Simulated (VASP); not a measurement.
## ZnO (zincite): phonons with PBE

Crystal: ZnO (zincite).

```xyz
4
Lattice="3.2865 0.0000 0.0000 -1.6433 2.8462 0.0000 0.0000 0.0000 5.3004" Properties=species:S:1:pos:R:3 pbc="T T T"
Zn    0.0000    1.8975    2.6493
Zn    1.6433    0.9487    5.2995
O     1.6433    0.9487    2.0098
O     0.0000    1.8975    4.6600
```

| Property | Result |
| --- | --- |
| Program | VASP 6.6.1 |
| Task | phonons |
| Functional | PBE |
| Potentials or basis | VASP PAW PBE potentials, release 64 (Zn, O) |
| Cutoff | 600 eV |
| k mesh | 9 × 9 × 5 |
| Occupations | gaussian, width 0.03 eV |
| Spin | no spin polarisation |
| By perturbation theory | no |
| Further INCAR settings | ALGO = Fast; EDIFF = 1e-08; IBRION = 6; POTIM = 0.015; NSW = 1 |

```json
{"Highest phonon frequency at Γ, LO-TO splitting left out": "511 cm⁻¹"}
```

Phonon frequencies in cm⁻¹ (negative: imaginary):
```tsv
q point	frequencies
(0.000, 0.000, 0.000)	0 0 0 91 91 246 349 370 370 400 400 511
```

Wall time 7.5 min on 2 MPI ranks on Intel(R) Xeon(R) Platinum 8488C (Sapphire Rapids), on a shared host, peak memory 0.49 GiB a rank.
